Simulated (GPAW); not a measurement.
# MgO (Fm-3m) in GPAW: settings compared

One crystal, MgO, is run at these levels: PBEsol, PBE; tasks: band structure.

All numbers are computed with GPAW 26.7.0; they aren't measurements. Logs are shortened: lines on timing, memory, paths and dates and some standing lists are left out, and cuts for length are marked. The log counts tension as positive stress, the text compression.

**The experiment to reproduce.**

From “Electronic structure of alkaline earth and post-transition metal oxides”, 2009, arxiv:0908.1581, for a bulk crystal of MgO: band gap 7.83 eV.

The runs below are set against these values where they give the same quantity.

### 1 Starting point

The structure is cubic, space group Fm-3m (No. 225). Conventional cell: a = 4.194 Å, b = 4.194 Å, c = 4.194 Å, α = 90.00°, β = 90.00°, γ = 90.00°. Mg (site symmetry m-3m) is surrounded by 6 O at 2.10 Å. O (site symmetry m-3m) is surrounded by 6 Mg at 2.10 Å.

The cell is a database's computed one.

### 2 Band structure, PBEsol

Contents of run.py:

```python
from ase import Atoms
from ase.dft.bandgap import bandgap
from ase.io import write
from ase.units import GPa
from gpaw import GPAW, PW, setup_paths

setup_paths.insert(0, '.')

atoms = Atoms(['Mg', 'O'],
              cell=[[0.0, 2.0970013927, 2.0970013927],
                    [2.0970013927, 0.0, 2.0970013927],
                    [2.0970013927, 2.0970013927, 0.0]],
              scaled_positions=[[0.0, 0.0, 0.0],
                                [0.5, 0.5, 0.5]],
              pbc=True)

calc = GPAW(mode=PW(800),
            xc='PBEsol',
            kpts={'size': (9, 9, 9), 'gamma': True},
            occupations={'name': 'fermi-dirac', 'width': 0.05},
            nbands=16,
            convergence={'density': 1e-05, 'energy': 1e-05},
            maxiter=150,
            txt='gpaw.txt')
atoms.calc = calc
energy = atoms.get_potential_energy()
forces = atoms.get_forces()
stress = atoms.get_stress()
calc.write('gs.gpw')
write('result.traj', atoms)
print(f'Energy: {energy:.6f} eV')
print('Forces (eV/A):')
print(forces.round(4))
print('Stress (GPa):', (stress / GPa).round(3))
print('Fermi level:', round(calc.get_fermi_level(), 4), 'eV')
print(f'Gap: {bandgap(calc)[0]:.4f} eV, direct: {bandgap(calc, direct=True)[0]:.4f} eV')

path = atoms.cell.bandpath('GXWKGLUWLK,UX', npoints=60, eps=1e-4)
bs_calc = calc.fixed_density(kpts=path, symmetry='off', nbands=24,
                             convergence={'bands': 'CBM+6.0', 'eigenstates': 1e-6}, txt='bands.txt')
bs = bs_calc.band_structure()
bs.write('bs.json')
print(f'Gap on the path: {bandgap(bs_calc)[0]:.4f} eV')
```

Potentials or basis: PAW data sets generated in the run's folder for this functional, pw.

Command:

```console
$ gpaw-setup -f PBEsol Mg O
$ OMP_NUM_THREADS=1 python run.py
```

gpaw.txt:

```text
__  _  _
 | _ |_)|_||  |
 |__||  | ||/\| - 26.7.0

Input parameters:
  mode=PW(ecut=800.0),
  convergence={'density': 1e-05, 'energy': 1e-05},
  kpts=MonkhorstPack(size=(9, 9, 9), gamma=True),
  maxiter=150,
  nbands=16,
  occupations=Occupations(name='fermi-dirac', width=0.05),
  xc=XC(name='PBEsol')

Diagonalizing LCAO Hamiltonian
Converting LCAO to pw mode

              O

       Mg

Atoms  # Å, Bohr magnetons
|   | symbol |        x |        y |        z |    initial magnetic moments |
|---|--------|----------|----------|----------|-----------------------------|
| 0 |     Mg | 0.000000 | 0.000000 | 0.000000 | ( 0.0000,  0.0000,  0.0000) |
| 1 |      O | 2.097001 | 2.097001 | 2.097001 | ( 0.0000,  0.0000,  0.0000) |

Unit cell  # Å
| periodic |        x |        y |        z |  lengths |    angles |
|----------|----------|----------|----------|----------|-----------|
|      yes | 0.000000 | 2.097001 | 2.097001 | 2.965608 | 60.000000 |
|      yes | 2.097001 | 0.000000 | 2.097001 | 2.965608 | 60.000000 |
|      yes | 2.097001 | 2.097001 | 0.000000 | 2.965608 | 60.000000 |

Number of symmetries: 48
Symmetry operations  # r_c * U_cc + t_c -> r_c
|    | kind |            matrix            |
|----|------|------------------------------|
|  0 |  σ   |  1, 0, 0,  1, 0,-1,  1,-1, 0 |
|  1 |  C2  |  1, 0, 0,  1,-1, 0,  1, 0,-1 |
|  2 |  E   |  1, 0, 0,  0, 1, 0,  0, 0, 1 |
|  3 |  σ   |  1, 0, 0,  0, 0, 1,  0, 1, 0 |
|  4 |  C4  |  1, 0,-1,  1, 0, 0,  1,-1, 0 |
|  5 |  S6  |  1, 0,-1,  1,-1, 0,  1, 0, 0 |
|  6 |  σ   |  1, 0,-1,  0, 1,-1,  0, 0,-1 |
|  7 |  C3  |  1, 0,-1,  0, 0,-1,  0, 1,-1 |
|  8 |  S6  |  1,-1, 0,  1, 0, 0,  1, 0,-1 |
|  9 |  C4  |  1,-1, 0,  1, 0,-1,  1, 0, 0 |
| 10 |  C3  |  1,-1, 0,  0,-1, 1,  0,-1, 0 |
| 11 |  σ   |  1,-1, 0,  0,-1, 0,  0,-1, 1 |
| 12 |  σ   |  0, 1, 0,  1, 0, 0,  0, 0, 1 |
| 13 |  C4  |  0, 1, 0,  0, 1,-1, -1, 1, 0 |
| 14 |  C3  |  0, 1, 0,  0, 0, 1,  1, 0, 0 |
| 15 |  S6  |  0, 1, 0, -1, 1, 0,  0, 1,-1 |
| 16 |  C2  |  0, 1,-1,  1, 0,-1,  0, 0,-1 |
| 17 |  σ   |  0, 1,-1,  0, 1, 0, -1, 1, 0 |
| 18 |  S4  |  0, 1,-1,  0, 0,-1,  1, 0,-1 |
| 19 |  C4  |  0, 1,-1, -1, 1, 0,  0, 1, 0 |
| 20 |  C3  |  0, 0, 1,  1, 0, 0,  0, 1, 0 |
| 21 |  σ   |  0, 0, 1,  0, 1, 0,  1, 0, 0 |
| 22 |  S6  |  0, 0, 1,  0,-1, 1, -1, 0, 1 |
| 23 |  C4  |  0, 0, 1, -1, 0, 1,  0,-1, 1 |
| 24 |  S4  |  0, 0,-1,  1, 0,-1,  0, 1,-1 |
| 25 |  C3  |  0, 0,-1,  0, 1,-1,  1, 0,-1 |
| 26 |  C2  |  0, 0,-1,  0,-1, 0, -1, 0, 0 |
| 27 |  S6  |  0, 0,-1, -1, 0, 0,  0,-1, 0 |
| 28 |  S4  |  0,-1, 1,  1,-1, 0,  0,-1, 0 |
| 29 |  C4  |  0,-1, 1,  0, 0, 1, -1, 0, 1 |
| 30 |  C2  |  0,-1, 1,  0,-1, 0,  1,-1, 0 |
| 31 |  σ   |  0,-1, 1, -1, 0, 1,  0, 0, 1 |
| 32 |  C3  |  0,-1, 0,  1,-1, 0,  0,-1, 1 |
| 33 |  S6  |  0,-1, 0,  0, 0,-1, -1, 0, 0 |
| 34 |  S4  |  0,-1, 0,  0,-1, 1,  1,-1, 0 |
| 35 |  C2  |  0,-1, 0, -1, 0, 0,  0, 0,-1 |
| 36 |  C2  | -1, 1, 0,  0, 1, 0,  0, 1,-1 |
| 37 |  S6  | -1, 1, 0,  0, 1,-1,  0, 1, 0 |
| 38 |  S4  | -1, 1, 0, -1, 0, 1, -1, 0, 0 |
| 39 |  C3  | -1, 1, 0, -1, 0, 0, -1, 0, 1 |
| 40 |  S6  | -1, 0, 1,  0, 0, 1,  0,-1, 1 |
| 41 |  C2  | -1, 0, 1,  0,-1, 1,  0, 0, 1 |
| 42 |  C3  | -1, 0, 1, -1, 1, 0, -1, 0, 0 |
| 43 |  S4  | -1, 0, 1, -1, 0, 0, -1, 1, 0 |
| 44 |  C2  | -1, 0, 0,  0, 0,-1,  0,-1, 0 |
| 45 |  i   | -1, 0, 0,  0,-1, 0,  0, 0,-1 |
| 46 |  σ   | -1, 0, 0, -1, 1, 0, -1, 0, 1 |
| 47 |  C2  | -1, 0, 0, -1, 0, 1, -1, 1, 0 |

BZ-sampling:
  Number of BZ points: 729
  Number of IBZ points: 35

  Monkhorst-Pack size: [9, 9, 9]
  Monkhorst-Pack shift: [0, 0, 0]

K-points  # in reciprocal-cell coordinates
|     |                                coordinates |     weight |
|-----|--------------------------------------------|------------|
|   0 | (  0.00000000,   0.00000000,   0.00000000) | 0.00137174 |
|   1 | (  0.11111111,   0.11111111,   0.00000000) | 0.00823045 |
|   2 | (  0.11111111,   0.11111111,   0.11111111) | 0.01097394 |
|   3 | (  0.22222222,   0.11111111,   0.11111111) | 0.01646091 |
|   4 | (  0.22222222,   0.22222222,   0.00000000) | 0.00823045 |
|   5 | (  0.22222222,   0.22222222,   0.11111111) | 0.03292181 |
|   6 | (  0.22222222,   0.22222222,   0.22222222) | 0.01097394 |
|   7 | (  0.33333333,   0.22222222,   0.11111111) | 0.03292181 |
|   8 | (  0.33333333,   0.22222222,   0.22222222) | 0.03292181 |
|   9 | (  0.33333333,   0.33333333,  -0.33333333) | 0.01646091 |
| ... |                                            |            |
|  34 | (  0.44444444,   0.44444444,   0.44444444) | 0.01097394 |

Plane wave coefficients: 958
Cutoff: 800.0 eV

Spin-components: 1 (collinear spins)
Bands:           16
Projectors:      10
Spin-degeneracy: 2
Datatype:        complex128

Parallelization:
  kpt:    1
  domain: 1
  band:   1

Density:
  Valence electrons: 16.0
  Components: 1
  Grid points: [20 20 20]
  Charge: 0.0  # |e|

Potential:
  Grid points: [20 20 20]

species:
  Mg:
    name:    Magnesium
    Z:       12.0
    valence: 10
    core:    2
    charge:  0.0  # [|e|]
    compensation charges:
      type: gauss
      rc: 0.33  # [Å]
      lmax: 2
    cutoffs:
      filter: 1.86  # [Å]
      core: 0.54  # [Å]
    projectors
    | kind |    occ | energy [eV] | rcut [Å] |
    |------|--------|-------------|----------|
    |   2s |  2.000 |     -79.588 |    1.090 |
    |   3s |  2.000 |      -4.679 |    1.090 |
    |   2p |  6.000 |     -46.550 |    1.085 |
    |   3p |  0.000 |      -1.306 |    1.085 |
    |    d |        |       0.000 |    1.037 |

    Using partial waves for Mg as LCAO basis

  O:
    name:    Oxygen
    Z:       8.0
    valence: 6
    core:    2
    charge:  0.0  # [|e|]
    compensation charges:
      type: gauss
      rc: 0.21  # [Å]
      lmax: 2
    cutoffs:
      filter: 1.17  # [Å]
      core: 0.83  # [Å]
    projectors
    | kind |    occ | energy [eV] | rcut [Å] |
    |------|--------|-------------|----------|
    |   2s |  2.000 |     -23.808 |    0.688 |
    |   2p |  4.000 |      -8.972 |    0.598 |
    |    s |        |       3.404 |    0.688 |
    |    p |        |      18.239 |    0.598 |
    |    d |        |       0.000 |    0.619 |

    Using partial waves for O as LCAO basis

Reference energy: -7471.652268  # eV

eigensolver:
  PPCG
  Converge bands: occupied
  niter=2

density mixing:
  MSR1-Mixer
  Pratt-step length: 0.05
  Maximum mixing coefficient: 0.75
  Old densities: 10
  SVD Regularization: 0.005
  Good broyden scale: 1.0
  Trust region scale: 1.0
  Backstep threshold: 4.0
  History deletion threshold: 6.0
  Fourier metric: weight=20.0, sigma=0.015

occupation numbers:
  Fermi-Dirac:
    width: 0.0500  # eV

poisson solver:
  ecut: 6400.0  # eV

xc functional:
  name: PBEsol with 2 nearest neighbor stencil

convergence criteria:
[... 6 lines left out ...]
|iter     | |      energy | eigst |  dens |
|---------|-|-------------|-------|-------|
|iter:   1| |  -14.039065 | +0.16 |       |
|iter:   2| |  -13.706463 | -2.40 | -1.00 |
|iter:   3| |  -12.782266 | -1.46 | -1.05 |
|iter:   4| |  -12.780798 | -3.62 | -1.60 |
|iter:   5| |  -12.782326 | -3.64 | -1.88 |
|iter:   6| |  -12.782345 | -5.84 | -3.07 |
|iter:   7| |  -12.782352c| -6.60 | -3.46 |
|iter:   8| |  -12.782352c| -8.47c| -4.50 |
|iter:   9| |  -12.782352c| -8.69c| -5.30c|

Converged in 9 steps
Energy contributions relative to reference atoms: (reference = -7471.652268)

Energy contributions:
  Kinetic:          12.148629
  Coulomb:         -10.346173
  Zero:              0.178178
  External:          0.000000
  Xc:              -14.762986
  Entropy:          -0.000000
  Spinorbit:         0.000000
  ----------------------------
  Free energy:     -12.782352
  Extrapolated:    -12.782352

dipole moment: (-6.016376, -6.016376, -6.016376)  # |e|*Ang

Fermi level: 5.823
Eigenvalues  # (at kpt = [0.000, 0.000, 0.000])
| band index |      eig [eV] | occ [0-2] |
|------------|---------------|-----------|
|          0 |       -67.058 |     2.000 |
|          1 |       -34.002 |     2.000 |
|          2 |       -34.002 |     2.000 |
|          3 |       -34.002 |     2.000 |
|          4 |       -12.338 |     2.000 |
|          5 |         4.892 |     2.000 |
[... 8 lines left out ...]
|         14 |        26.410 |     0.000 |
|         15 |        29.449 |     0.000 |

Gap: 4.782 eV
Transition (v -> c):
  (s=0, k=0, n=7, [0.00, 0.00, 0.00]) -> (s=0, k=0, n=8, [0.00, 0.00, 0.00])
No difference between direct/indirect transitions

Forces  # eV/Ang
|       x |       y |       z |
|---------|---------|---------|
| 0.00000 | 0.00000 | 0.00000 |  # Mg   0
| 0.00000 | 0.00000 | 0.00000 |  # O    1

Stress tensor  # eV/Ang^3
|         x |         y |         z |
|-----------|-----------|-----------|
| -0.019548 |  0.000000 |  0.000000 |
|  0.000000 | -0.019548 |  0.000000 |
|  0.000000 |  0.000000 | -0.019548 |

# Writing to gs.gpw (mode='')
```

It took 20 s on 1 thread of Arm Neoverse V1, shared host; peak memory 0.19 GiB.

What came out:

| Property | Result |
| --- | --- |
| Free energy | -12.7824 eV |
| Pressure | 3.1 GPa |
| Band gap on the k mesh | 4.78 eV, direct |
| Band gap along the path | 4.78 eV, direct |

Levels at the corners of the path, in eV from the valence-band top:
| point | band 6 | band 7 | band 8 | band 9 | band 10 |
| --- | --- | --- | --- | --- | --- |
| Γ | 0.00 | 0.00 | 0.00 | 4.78 | 15.72 |
| X | -4.17 | -1.38 | -1.38 | 8.95 | 10.06 |
| W | -3.03 | -3.03 | -1.81 | 11.60 | 11.60 |
| K | -3.58 | -2.78 | -1.17 | 10.00 | 11.88 |
| Γ | 0.00 | 0.00 | 0.00 | 4.78 | 15.72 |
| L | -4.73 | -0.67 | -0.67 | 7.84 | 12.67 |
| U | -3.58 | -2.78 | -1.17 | 10.00 | 11.88 |
| W | -3.03 | -3.03 | -1.81 | 11.60 | 11.60 |
| L | -4.73 | -0.67 | -0.67 | 7.84 | 12.67 |
| K | -3.58 | -2.78 | -1.17 | 10.00 | 11.88 |
| U | -3.58 | -2.78 | -1.17 | 10.00 | 11.88 |
| X | -4.17 | -1.38 | -1.38 | 8.95 | 10.06 |

[end of part 1 of 2]
